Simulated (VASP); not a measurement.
# InP (F-43m) in VASP: further runs

The runs below take InP through relaxation of cell and atoms, with PBE.

Program: VASP 6.6.1. These are calculated values, not measurements. Logs are shortened: lines on timing, memory, paths and dates and some standing lists are left out, and cuts for length are marked.

**1. Starting point**

Symmetry: F-43m, No. 216, cubic system. Conventional cell: a = 5.861 Å, b = 5.861 Å, c = 5.861 Å, α = 90.00°, β = 90.00°, γ = 90.00°. Around In (site symmetry -43m) lie 4 P at 2.54 Å. P (site symmetry -43m) has 4 In at 2.54 Å as nearest neighbours.

**2. Relaxation of cell and atoms, PBE**

Input file INCAR:

```
ALGO = Normal
EDIFF = 1E-6
EDIFFG = -0.01
ENCUT = 600
GGA = PE
IBRION = 2
ISIF = 3
ISMEAR = 0
LASPH = T
LCHARG = F
LREAL = F
LWAVE = F
NELM = 80
NSW = 90
PREC = Accurate
SIGMA = 0.03
```

Input file KPOINTS:

```
k-points
0
Gamma
  8 8 8
```

Input file POSCAR:

```
InP
1.0
    0.0000000000      2.9305000000      2.9305000000
    2.9305000000      0.0000000000      2.9305000000
    2.9305000000      2.9305000000      0.0000000000
In P
1 1
Direct
    0.0000000000      0.0000000000      0.0000000000
    0.2500000000      0.2500000000      0.2500000000
```

Potentials or basis: VASP PAW PBE potentials, release 64 (In_d, P).

Started as:

```sh
> cat potpaw_PBE.64/In_d/POTCAR potpaw_PBE.64/P/POTCAR > POTCAR
> mpirun -np 1 vasp_std > vasp.out
```

OUTCAR:

```text
EDIFF = 1E-6
   EDIFFG = -0.01
   ENCUT = 600
   GGA = PE
   IBRION = 2
   ISIF = 3
   ISMEAR = 0
   LASPH = T
   LREAL = F
   NELM = 80
   NSW = 90
   PREC = Accurate

 ion  position               nearest neighbor table
   1  0.000  0.000  0.000-   2 2.54   2 2.54   2 2.54   2 2.54
   2  0.250  0.250  0.250-   1 2.54   1 2.54   1 2.54   1 2.54

  LATTYP: Found a face centered cubic cell.
 ALAT       =     5.8610000000

  Lattice vectors:

 A1 = (   0.0000000000,   2.9305000000,   2.9305000000)
 A2 = (   2.9305000000,   0.0000000000,   2.9305000000)
 A3 = (   2.9305000000,   2.9305000000,   0.0000000000)

Analysis of symmetry for initial positions (statically):
=====================================================================
 Subroutine PRICEL returns:
 Original cell was already a primitive cell.

 Routine SETGRP: Setting up the symmetry group for a
 face centered cubic supercell.

 Subroutine GETGRP returns: Found 24 space group operations
 (whereof 24 operations were pure point group operations)
 out of a pool of 48 trial point group operations.

The static configuration has the point symmetry T_d .

Analysis of symmetry for dynamics (positions and initial velocities):
=====================================================================
 Subroutine PRICEL returns:
 Original cell was already a primitive cell.

 Routine SETGRP: Setting up the symmetry group for a
 face centered cubic supercell.

 Subroutine GETGRP returns: Found 24 space group operations
 (whereof 24 operations were pure point group operations)
 out of a pool of 48 trial point group operations.

The dynamic configuration has the point symmetry T_d .

 Subroutine INISYM returns: Found 24 space group operations
 (whereof 24 operations are pure point group operations),
 and found     1 'primitive' translations

----------------------------------------------------------------------------------------

                                     Primitive cell

  volume of cell :      50.3333

  direct lattice vectors                    reciprocal lattice vectors
     0.000000000  2.930500000  2.930500000    -0.170619348  0.170619348  0.170619348
     2.930500000  0.000000000  2.930500000     0.170619348 -0.170619348  0.170619348
     2.930500000  2.930500000  0.000000000     0.170619348  0.170619348 -0.170619348

  length of vectors
     4.144352845  4.144352845  4.144352845     0.295521380  0.295521380  0.295521380

  position of ions in fractional coordinates (direct lattice)
     0.000000000  0.000000000  0.000000000
     0.250000000  0.250000000  0.250000000

  ion indices of the primitive-cell ions
   primitive index   ion index
                 1           1
                 2           2

----------------------------------------------------------------------------------------

 KPOINTS: k-points

Automatic generation of k-mesh.
 Grid dimensions read from file:
 generate k-points for:    8    8    8

 Generating k-lattice:

  Cartesian coordinates                     Fractional coordinates (reciprocal lattice)
    -0.021327419  0.021327419  0.021327419     0.125000000  0.000000000  0.000000000
     0.021327419 -0.021327419  0.021327419     0.000000000  0.125000000  0.000000000
     0.021327419  0.021327419 -0.021327419     0.000000000  0.000000000  0.125000000

  Length of vectors
     0.036940172  0.036940172  0.036940172

  Shift w.r.t. Gamma in fractional coordinates (k-lattice)
     0.000000000  0.000000000  0.000000000

 Subroutine IBZKPT returns following result:
 ===========================================

 Found     29 irreducible k-points:

 Following reciprocal coordinates:
            Coordinates               Weight
  0.000000  0.000000  0.000000      1.000000
  0.125000  0.000000  0.000000      8.000000
  0.250000  0.000000  0.000000      8.000000
  0.375000  0.000000  0.000000      8.000000
  0.500000  0.000000  0.000000      4.000000
  0.125000  0.125000  0.000000      6.000000
[... 16 lines left out ...]
  0.500000  0.250000  0.125000     48.000000
 -0.375000  0.250000  0.125000     24.000000
 [... further k-points ...]
   k-points           NKPTS =     29   k-points in BZ     NKDIM =     29   number of bands    NBANDS=     13
   number of dos      NEDOS =    301   number of ions     NIONS =      2
   total plane-waves  NPLWV =  46656
   dimension x,y,z NGX =    36 NGY =   36 NGZ =   36
   dimension x,y,z NGXF=    72 NGYF=   72 NGZF=   72
   ions per type =               1   1
   NGX,Y,Z   is equivalent  to a cutoff of  14.44, 14.44, 14.44 a.u.
   NGXF,Y,Z  is equivalent  to a cutoff of  28.88, 28.88, 28.88 a.u.
 SYSTEM =  unknown system
   PREC   = accura    normal or accurate (medium, high low for compatibility)
   ISTART =      0    job   : 0-new  1-cont  2-samecut
   ICHARG =      2    charge: 1-file 2-atom 10-const
   ISPIN  =      1    spin polarized calculation?
   LNONCOLLINEAR =      F non collinear calculations
   LSORBIT =      F    spin-orbit coupling
   LASPH  =      T    aspherical Exc in radial PAW
   ENCUT  =  600.0 eV  44.10 Ry    6.64 a.u.   8.28  8.28  8.28*2*pi/ulx,y,z
   NELM   =     80;   NELMIN=  2; NELMDL= -5     # of ELM steps
   EDIFF  = 0.1E-05   stopping-criterion for ELM
   LREAL  =      F    real-space projection
   EDIFFG = -.1E-01   stopping-criterion for IOM
   NSW    =     90    number of steps for IOM
   IBRION =      2    ionic relax: 0-MD 1-quasi-New 2-CG
   NFREE  =      1    steps in history (QN), initial steepest desc. (CG)
   ISIF   =      3    stress and relaxation
   ISYM   =      2    0-nonsym 1-usesym 2-fastsym
   POTIM  = 0.5000    time-step for ionic-motion
   TEBEG  =    0.0;   TEEND  =   0.0 temperature during run
   PSTRESS=    0.0 pullay stress
   NELECT =      18.0000    total number of electrons
   NUPDOWN=      -1.0000    fix difference up-down
   EMIN   =  10.00;   EMAX   =-10.00  energy-range for DOS
   EFERMI =   0.00;   METHOD = LEGACY
   ISMEAR =     0;   SIGMA  =   0.03  broadening in eV -4-tet -1-fermi 0-gaus
   EFERMI_NEDOS =   21; number of points for ismear=-14 and -15
   IALGO  =     38    algorithm
   IMIX   =      4    mixing-type and parameters
     AMIX     =   0.40;   BMIX     =  1.00
     AMIX_MAG =   1.60;   BMIX_MAG =  1.00
  volume/ion in A,a.u.               =      25.17       169.83
  Fermi-wavevector in a.u.,A,eV,Ry     =   1.162021  2.195901 18.371846  1.350293
  Thomas-Fermi vector in A             =   2.298587
   LORBIT       =      0    0 simple, 1 ext, 2 COOP (PROOUT), +10 PAW based schemes
   GGA     = PE    functional components
   LHFCALC =     F    Hartree Fock is set to
   AEXX    =    0.0000 exact exchange contribution
   IVDW    =     0    specifies the selected vdW correction
   LEPSILON=     F    determine dielectric tensor
   LRPA    =     F    only Hartree local field effects (RPA)
 conjugate gradient relaxation of ions
 non-spin polarized calculation
 Gauss-broadening in eV      SIGMA  =   0.03
  energy-cutoff  :      600.00
  volume of cell :       50.33
 maximum number of plane-waves:      1700
 NGX is ok and might be reduce to    36
   NGX = 17   NGY = 17   NGZ = 17

--------------------------------------- Ionic step        1  -------------------------------------------

 number of electron      17.9999998 magnetization

 Free energy of the ion-electron system (eV)
  ---------------------------------------------------
  ext. energy  EPLUGINS =         0.00000000
  ---------------------------------------------------
  free energy    TOTEN  =        -8.38087440 eV

  energy without entropy =       -8.38087440  energy(sigma->0) =       -8.38087440

------------------------ aborting loop because EDIFF is reached ----------------------------------------

  FORCE on cell =-STRESS in cart. coord.  units (eV):
  Direction    XX          YY          ZZ          XY          YZ          ZX
  --------------------------------------------------------------------------------------
  -------------------------------------------------------------------------------------
  Total        1.0354820      1.0354820      1.0354820      0.0000000      0.0000000     -0.0000000
  in kB       32.9608154     32.9608154     32.9608154      0.0000000      0.0000000     -0.0000000
  external PRESSURE =      32.9608154 kB  Pullay stress =       0.0000000 kB
[... 57 lines left out ...]
  energy  without entropy=       -8.4001121190  energy(sigma->0) =       -8.40011212

--------------------------------------- Ionic step        3  -------------------------------------------

 number of electron      17.9999999 magnetization

 Free energy of the ion-electron system (eV)
  ---------------------------------------------------
  ext. energy  EPLUGINS =         0.00000000
  ---------------------------------------------------
  free energy    TOTEN  =        -8.40596664 eV

  energy without entropy =       -8.40596664  energy(sigma->0) =       -8.40596664

 E-fermi :   4.8483     XC(G=0):  -9.0650

 val. band max:        4.6639307050   @ k =   0.0000   0.0000   0.0000
 cond. band min:       5.1060003420   @ k =   0.0000   0.0000   0.0000
 fundamental gap:      0.4420696371
 Fermi energy:         4.8482992802

 k-point     1 :       0.0000    0.0000    0.0000
  band No.  band energies     occupation
      1      -9.4336      2.00000
      2      -9.4336      2.00000
      3      -9.4336      2.00000
      4      -9.3048      2.00000
      5      -9.3048      2.00000
      6      -6.5266      2.00000
      7       4.6639      2.00000
      8       4.6639      2.00000
      9       4.6639      2.00000
     10       5.1060      0.00000
     11       8.7526      0.00000
     12       8.7526      0.00000
     13       8.7526      0.00000
[... 353 lines left out ...]
 k-point    24 :      -0.3750    0.2500    0.1250
  band No.  band energies     occupation
      1      -9.5435      2.00000
      2      -9.3925      2.00000
      3      -9.3758      2.00000
      4      -9.3089      2.00000
      5      -9.2937      2.00000
      6      -4.6699      2.00000
      7      -0.6603      2.00000
      8       2.1381      2.00000
      9       3.1519      2.00000
     10       7.6871      0.00000
     11       8.8720      0.00000
     12      10.4357      0.00000
     13      11.7401      0.00000

 [... further k-points ...]

------------------------ aborting loop because EDIFF is reached ----------------------------------------

  FORCE on cell =-STRESS in cart. coord.  units (eV):
  Direction    XX          YY          ZZ          XY          YZ          ZX
  --------------------------------------------------------------------------------------
  -------------------------------------------------------------------------------------
  Total        0.0038017      0.0038017      0.0038017     -0.0000000      0.0000000     -0.0000000
  in kB        0.1151800      0.1151800      0.1151800     -0.0000000      0.0000000     -0.0000000
  external PRESSURE =       0.1151800 kB  Pullay stress =       0.0000000 kB
[... 17 lines left out ...]
  FREE ENERGIE OF THE ION-ELECTRON SYSTEM (eV)
  ---------------------------------------------------
  free  energy   TOTEN  =        -8.4059666422 eV

  energy  without entropy=       -8.4059666422  energy(sigma->0) =       -8.40596664

 reached required accuracy - stopping structural energy minimisation
```

Wall time 55 s (1 thread of Intel Xeon Platinum 8488C (Sapphire Rapids), shared host); peak memory 0.22 GiB.

Results:

* Free energy: -8.4060 eV
* Relaxed volume: 26.44 Å³/atom
* Relaxed cell: a = 4.213 Å, b = 4.213 Å, c = 4.213 Å, α = 60.00°, β = 60.00°, γ = 60.00°
* Space group after relaxing (to 0.05 Å): F-43m (No. 216)
* Energy gained by relaxing: 12.5 meV/atom
* Ionic steps: 3
* Pressure after relaxing: 0.0 GPa
* Band gap on the k mesh: 0.44 eV, direct

The path:
| step | energy change (eV) | largest force (eV/Å) | pressure (GPa) | volume (Å³) |
| --- | --- | --- | --- | --- |
| 1 | 0.0000 | 0.0000 | 3.30 | 50.33 |
| 2 | -0.0192 | 0.0000 | -1.39 | 54.20 |
| 3 | -0.0251 | 0.0000 | 0.01 | 52.88 |

Final structure:
```yaml
crystal:
  lattice:
    - [0.00000, 2.97915, 2.97915]
    - [2.97915, 0.00000, 2.97915]
    - [2.97915, 2.97915, 0.00000]
  atoms:
    - { symbol: In, position: [0.00000, 0.00000, 0.00000] }
    - { symbol: P, position: [0.25000, 0.25000, 0.25000] }
```

Caveat: spin-orbit coupling is left out, which moves the levels of the heavy elements.

**3. Relaxation of cell and atoms, PBE**

This run uses another cell than the first one, of 26.44 Å³/atom, 1.051 times its volume.

INCAR, as its differences from that of step 2:

```diff
@@ -1,4 +1,4 @@
 ALGO = Normal
-EDIFF = 1E-6
-EDIFFG = -0.01
+EDIFF = 1E-7
+EDIFFG = -0.005
 ENCUT = 600
```

KPOINTS is that of step 2.

Input file POSCAR:

```
InP                                     
1.0
    0.0000000000      2.9791538216      2.9791538216
    2.9791538216      0.0000000000      2.9791538216
    2.9791538216      2.9791538216      0.0000000000
  In              P             
     1     1
Direct
     0.0000000000000000    0.0000000000000000    0.0000000000000000
     0.2500000000000000    0.2500000000000000    0.2500000000000000
```

Potentials or basis: VASP PAW PBE potentials, release 64 (In_d, P).

Started as:

```sh
> cat potpaw_PBE.64/In_d/POTCAR potpaw_PBE.64/P/POTCAR > POTCAR
> mpirun -np 1 vasp_std > vasp.out
```

It took 25 s on 1 thread of Intel Xeon Platinum 8488C (Sapphire Rapids), shared host; peak memory 0.21 GiB.

The run converged. Its results:

```yaml
Free_energy: -8.4063 eV
Pressure_after_relaxing: 0.0 GPa
Band_gap_on_the_k_mesh: 0.44 eV, direct
```

Final structure:
```
CELL_PARAMETERS angstrom
0.00000 2.97915 2.97915
2.97915 0.00000 2.97915
2.97915 2.97915 0.00000
ATOMIC_POSITIONS crystal
In 0.00000 0.00000 0.00000
P 0.25000 0.25000 0.25000
```

Levels at points of the mesh, in eV from the valence-band top:
```tsv
k point	band 7	band 8	band 9	band 10	band 11	band 12
(0.00, 0.00, 0.00)	0.00	0.00	0.00	0.44	4.09	4.09
(0.50, 0.00, 0.00)	-5.48	-0.90	-0.90	1.38	4.80	4.80
(0.50, 0.50, 0.00)	-5.54	-2.16	-2.16	1.84	2.26	8.91
```

Caveat: the relaxation stopped at its first step, so nothing moved; spin-orbit coupling is left out, which moves the levels of the heavy elements. PBE gaps usually lie below the measured ones, often by a third to a half.
